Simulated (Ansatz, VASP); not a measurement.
## Two plane-wave programs on SnSe2

```
CELL_PARAMETERS angstrom
3.84006 0.00000 0.00000
-1.92003 3.32559 0.00000
0.00000 0.00000 6.00973
ATOMIC_POSITIONS crystal
Sn 0.00000 0.00000 0.00000
Se 0.33333 0.66667 0.26514
Se 0.66667 0.33333 0.73486
```

Alike in both runs: functional PBE; dispersion D3(BJ); k mesh 9 × 9 × 6; occupations gaussian, width 0.02 eV; no spin polarisation.

Ansatz relaxed the structure, and its values are those at the end. VASP's run is a single point on that final structure, the one shown.

```csv
,VASP,Ansatz
version,VASP 6.6.1,Ansatz 0.2.0
potentials or method,"VASP PAW PBE potentials, release 64 (Sn_d, Se)","scalar-relativistic, plane waves, PAW"
plane-wave cutoff (eV),520,420
valence electrons in the cell,26,46
```

|  | VASP | Ansatz | Ansatz less VASP |
| --- | --- | --- | --- |
| gap on the k mesh at the Fermi level (eV) | 0.38 | 0.38 | +0.006 |
| least direct gap on the mesh (eV) | 0.81 | 0.82 | +0.012 |
| pressure (GPa) | 0.1 | 0.0 | -0.07 |
| rms of the force components (eV/Å) | 0.006 | 0.000 | -0.0061 |

The two sets of potentials don't hold the same shells in valence.

Caveats: spin-orbit coupling is left out, which moves the levels of the heavy elements; an odd mesh through Γ misses points on the zone boundary, where band edges often lie.
